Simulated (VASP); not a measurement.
C61N2 (a cell with a defect): hyperfine couplings with HSE06

C61N2 (a cell with a defect):

```xyz
63
Lattice="7.1440 0.0000 0.0000 0.0000 7.1440 0.0000 0.0000 0.0000 7.1440" Properties=species:S:1:pos:R:3 pbc="T T T"
N     0.9804    0.9820    0.9820
N     0.9804    6.1620    6.1620
C     0.0391    1.7818    1.7818
C     0.8898    2.6899    2.6899
C     1.7802    0.0432    1.7798
C     2.6868    0.8934    2.6902
C     1.7802    1.7798    0.0432
C     2.6868    2.6902    0.8934
C     7.1422    0.0000    3.5720
C     0.8812    0.8752    4.4840
C     7.1268    1.7568    5.3872
C     0.8812    2.6600    6.2688
C     1.7802    7.1008    5.3642
C     2.6579    0.8728    6.2712
C     1.7840    1.7806    3.5857
C     2.6756    2.6732    4.4708
C     7.1422    3.5720    7.1440
C     0.8812    4.4840    0.8752
C     7.1268    5.3872    1.7568
C     0.8812    6.2688    2.6600
C     1.7840    3.5857    1.7806
C     2.6756    4.4708    2.6732
C     1.7802    5.3642    7.1008
C     2.6579    6.2712    0.8728
C     7.1420    3.5720    3.5720
C     0.8898    4.4541    4.4541
C     0.0391    5.3622    5.3622
C     1.7840    3.5583    5.3634
C     2.6868    4.4538    6.2506
C     1.7840    5.3634    3.5583
C     2.6868    6.2506    4.4538
C     3.5732    7.1440    0.0000
C     4.4680    0.8922    0.8922
C     3.5782    1.7875    1.7875
C     4.4702    2.6779    2.6779
C     5.3619    7.1300    1.7743
C     6.2640    0.8836    2.6643
C     5.3619    1.7743    7.1300
C     6.2640    2.6643    0.8836
C     3.5687    0.0000    3.5720
C     4.4546    0.8846    4.4563
C     3.5618    1.7802    5.3638
C     4.4546    2.6877    6.2594
C     5.3619    0.0140    5.3697
C     6.1634    0.9495    6.1945
C     5.3643    1.7840    3.5666
C     6.2553    2.6815    4.4625
C     3.5687    3.5720    0.0000
C     4.4546    4.4563    0.8846
C     3.5618    5.3638    1.7802
C     4.4546    6.2594    2.6877
C     5.3643    3.5666    1.7840
C     6.2553    4.4625    2.6815
C     5.3619    5.3697    0.0140
C     6.1634    6.1945    0.9495
C     3.5733    3.5720    3.5720
C     4.4702    4.4661    4.4661
C     3.5782    5.3565    5.3565
C     4.4680    6.2518    6.2518
C     5.3643    3.5774    5.3600
C     6.2640    4.4797    6.2604
C     5.3643    5.3600    3.5774
C     6.2640    6.2604    4.4797
```

The cell was built by a generator and needn't be a form met in nature.

```
Program                            : VASP 6.6.1
Task                               : hyperfine couplings
Functional                         : HSE06
Potentials or basis                : VASP PAW PBE potentials, release 64 (N, C)
Cutoff                             : 420 eV
k mesh                             : 1 × 1 × 1
Occupations                        : gaussian, width 0.01 eV
Spin                               : collinear spin, ferromagnetic start
Fixed moment                       : 1 μB
Pname                              : qdf-n2vm-64
Grid for exact exchange (PRECFOCK) : Fast
Screening parameter                : 0.2 1/A
Further INCAR settings             : ALGO = Normal; EDIFF = 1e-06; ISYM = 0; NELECT = 255
```

| Quantity | Value |
| --- | --- |
| Largest force | 0.202 eV/Å |
| Net moment | 1.00 μB per cell |
| Site moments | N +0.00; C -0.00, +0.00, -0.01, +0.01, +0.02, +0.27 μB |
| Valence electrons inside the program's atomic spheres | N 3.90; C 2.54, 2.59, 2.60, 2.58, 2.57, 2.61, 2.62 |

Forces in eV/Å, atoms in the order of the input:
```
N    0.133  0.108  0.108
N    0.133 -0.108 -0.108
C    0.043 -0.010 -0.010
C    0.005 -0.023 -0.023
C   -0.014  0.051 -0.002
C   -0.020 -0.006 -0.027
C   -0.014 -0.002  0.051
C   -0.020 -0.027 -0.006
C    0.007  0.000  0.000
C    0.003 -0.012  0.008
C    0.024  0.106 -0.106
C    0.002 -0.008  0.012
C   -0.014 -0.051  0.002
C    0.018  0.004 -0.004
C    0.007  0.015 -0.015
C    0.009  0.002 -0.002
C    0.007  0.000  0.000
C    0.002  0.008 -0.012
C    0.024 -0.106  0.106
C    0.002  0.012 -0.008
C    0.007 -0.015  0.015
C    0.009 -0.002  0.002
C   -0.014  0.002 -0.051
C    0.018 -0.004  0.004
C   -0.020  0.000  0.000
C    0.005  0.023  0.023
C    0.043  0.010  0.010
C    0.007  0.015 -0.015
C   -0.020  0.027  0.006
C    0.007 -0.015  0.015
C   -0.020  0.006  0.027
C   -0.022  0.000  0.000
C    0.039 -0.011 -0.011
C   -0.020  0.013  0.013
C    0.007 -0.001 -0.001
C   -0.107  0.012  0.094
C   -0.002  0.005 -0.010
C   -0.107  0.094  0.012
C   -0.002 -0.010  0.005
C    0.002  0.000  0.000
C    0.027 -0.031  0.017
C    0.001  0.009 -0.009
C    0.027 -0.017  0.031
C   -0.107 -0.012 -0.094
C   -0.014 -0.065  0.065
C   -0.022  0.009  0.000
C    0.028 -0.025  0.025
C    0.002  0.000  0.000
C    0.027  0.017 -0.031
C    0.001 -0.009  0.009
C    0.027  0.031 -0.017
C   -0.022  0.000  0.009
C    0.028  0.025 -0.025
C   -0.107 -0.094 -0.012
C   -0.014  0.065 -0.065
C   -0.009  0.000  0.000
C    0.007  0.001  0.001
C   -0.020 -0.013 -0.013
C    0.039  0.011  0.011
C   -0.022  0.000 -0.009
C   -0.002  0.010 -0.005
C   -0.022 -0.009  0.000
C   -0.002 -0.005  0.010
```

Electric field gradients, principal values (V/Å²):
| atom | Vxx | Vyy | Vzz |
| --- | --- | --- | --- |
| 1 N | 73.829 | 75.574 | -149.403 |
| 2 N | 73.829 | 75.574 | -149.403 |
| 3 C | -7.921 | -9.603 | 17.525 |
| 4 C | -0.485 | -4.356 | 4.841 |
| 5 C | -7.412 | -9.239 | 16.651 |
| 6 C | -0.073 | -3.010 | 3.083 |
| 7 C | -7.412 | -9.240 | 16.651 |
| 8 C | -0.073 | -3.010 | 3.083 |
| 9 C | -0.363 | -0.713 | 1.077 |
| 10 C | -0.046 | -4.240 | 4.286 |
| 11 C | 4.594 | 8.643 | -13.237 |
| 12 C | -0.046 | -4.240 | 4.286 |
| 13 C | -7.412 | -9.239 | 16.651 |
| 14 C | 1.958 | 2.266 | -4.224 |
| 15 C | 0.024 | 1.328 | -1.352 |
| 16 C | -0.769 | -1.144 | 1.914 |
| 17 C | -0.363 | -0.713 | 1.077 |
| 18 C | -0.046 | -4.240 | 4.286 |
| 19 C | 4.594 | 8.643 | -13.237 |
| 20 C | -0.046 | -4.240 | 4.286 |
| 21 C | 0.024 | 1.328 | -1.352 |
| 22 C | -0.769 | -1.144 | 1.914 |
| 23 C | -7.412 | -9.240 | 16.651 |
| 24 C | 1.958 | 2.266 | -4.224 |
| 25 C | 0.678 | 0.959 | -1.637 |
| 26 C | -0.485 | -4.356 | 4.841 |
| 27 C | -7.921 | -9.603 | 17.525 |
| 28 C | 0.024 | 1.328 | -1.352 |
| 29 C | -0.073 | -3.010 | 3.083 |
| 30 C | 0.024 | 1.328 | -1.352 |
| 31 C | -0.073 | -3.010 | 3.083 |
| 32 C | 0.604 | 0.904 | -1.509 |
| 33 C | -1.139 | -2.544 | 3.683 |
| 34 C | 0.394 | 1.868 | -2.263 |
| 35 C | -0.688 | -0.907 | 1.595 |
| 36 C | 5.185 | 8.683 | -13.868 |
| 37 C | 0.438 | 3.519 | -3.957 |
| 38 C | 5.185 | 8.683 | -13.868 |
| 39 C | 0.438 | 3.519 | -3.957 |
| 40 C | -0.644 | -1.712 | 2.355 |
| 41 C | 0.834 | 4.620 | -5.454 |
| 42 C | -2.027 | -2.076 | 4.103 |
| 43 C | 0.834 | 4.620 | -5.454 |
| 44 C | 5.185 | 8.683 | -13.868 |
| 45 C | 13.424 | 16.695 | -30.119 |
| 46 C | -0.253 | -1.060 | 1.313 |
| 47 C | 1.814 | 2.752 | -4.566 |
| 48 C | -0.644 | -1.712 | 2.355 |
| 49 C | 0.834 | 4.620 | -5.454 |
| 50 C | -2.027 | -2.076 | 4.103 |
| 51 C | 0.834 | 4.620 | -5.454 |
| 52 C | -0.253 | -1.060 | 1.313 |
| 53 C | 1.814 | 2.752 | -4.566 |
| 54 C | 5.185 | 8.683 | -13.868 |
| 55 C | 13.424 | 16.695 | -30.119 |
| 56 C | -0.047 | -1.153 | 1.200 |
| 57 C | -0.688 | -0.907 | 1.595 |
| 58 C | 0.394 | 1.868 | -2.263 |
| 59 C | -1.139 | -2.544 | 3.683 |
| 60 C | -0.253 | -1.060 | 1.313 |
| 61 C | 0.438 | 3.519 | -3.957 |
| 62 C | -0.253 | -1.060 | 1.313 |
| 63 C | 0.438 | 3.519 | -3.957 |

Hyperfine coupling, principal values (MHz):
```csv
atom,values
1 N,"-4.8, -4.4, -5.4"
2 N,"-4.8, -4.4, -5.4"
3 C,"-1.3, 0.0, -1.6"
4 C,"-0.6, -0.6, -0.9"
5 C,"-1.5, -0.1, -1.8"
6 C,"0.6, 0.5, 2.0"
7 C,"-1.5, -0.1, -1.8"
8 C,"0.6, 0.5, 2.0"
9 C,"-3.4, -1.7, -3.5"
10 C,"-0.7, 0.2, 2.0"
11 C,"-16.6, -10.4, -16.6"
12 C,"-0.7, 0.2, 2.0"
13 C,"-1.5, -0.1, -1.8"
14 C,"3.5, 2.3, 3.6"
15 C,"0.2, -0.2, 0.3"
16 C,"2.7, 2.3, 2.8"
17 C,"-3.4, -1.7, -3.5"
18 C,"-0.7, 0.2, 2.0"
19 C,"-16.6, -10.4, -16.6"
20 C,"-0.7, 0.2, 2.0"
21 C,"0.2, -0.2, 0.3"
22 C,"2.7, 2.3, 2.8"
23 C,"-1.5, -0.1, -1.8"
24 C,"3.5, 2.3, 3.6"
25 C,"-1.5, -0.8, 5.7"
26 C,"-0.6, -0.6, -0.9"
27 C,"-1.3, 0.0, -1.6"
28 C,"0.2, -0.2, 0.3"
29 C,"0.6, 0.5, 2.0"
30 C,"0.2, -0.2, 0.3"
31 C,"0.6, 0.5, 2.0"
32 C,"-3.7, -2.2, -3.9"
33 C,"2.9, 0.3, 6.1"
34 C,"-3.0, -2.8, -3.2"
35 C,"-2.9, -2.4, -3.1"
36 C,"-19.5, -16.8, -19.8"
37 C,"5.4, 4.4, 8.7"
38 C,"-19.5, -16.8, -19.8"
39 C,"5.4, 4.4, 8.7"
40 C,"-3.8, -0.3, -4.2"
41 C,"25.4, 25.0, 33.2"
42 C,"-1.3, -0.3, -1.4"
43 C,"25.4, 25.0, 33.2"
44 C,"-19.5, -16.8, -19.8"
45 C,"192.0, 191.3, 320.5"
46 C,"-4.6, -3.8, -5.0"
47 C,"21.8, 21.0, 33.6"
48 C,"-3.8, -0.3, -4.2"
49 C,"25.4, 25.0, 33.2"
50 C,"-1.3, -0.3, -1.4"
51 C,"25.4, 25.0, 33.2"
52 C,"-4.6, -3.8, -5.0"
53 C,"21.8, 21.0, 33.6"
54 C,"-19.5, -16.8, -19.8"
55 C,"192.0, 191.3, 320.5"
56 C,"-0.3, -0.2, 0.3"
57 C,"-2.9, -2.4, -3.1"
58 C,"-3.0, -2.8, -3.2"
59 C,"2.9, 0.3, 6.1"
60 C,"-4.6, -3.8, -5.0"
61 C,"5.4, 4.4, 8.7"
62 C,"-4.6, -3.8, -5.0"
63 C,"5.4, 4.4, 8.7"
```

Wall time 88 s on 8 MPI ranks on Intel(R) Xeon(R) 6975P-C (Granite Rapids), on a shared host, peak memory 0.26 GiB a rank.

Caveat: the cell carries a net charge on a neutralising background, which shifts energy and pressure; the PAW data sets were made with another functional, which shifts forces and pressure a little; the total moment is fixed, so each spin has its own Fermi level.
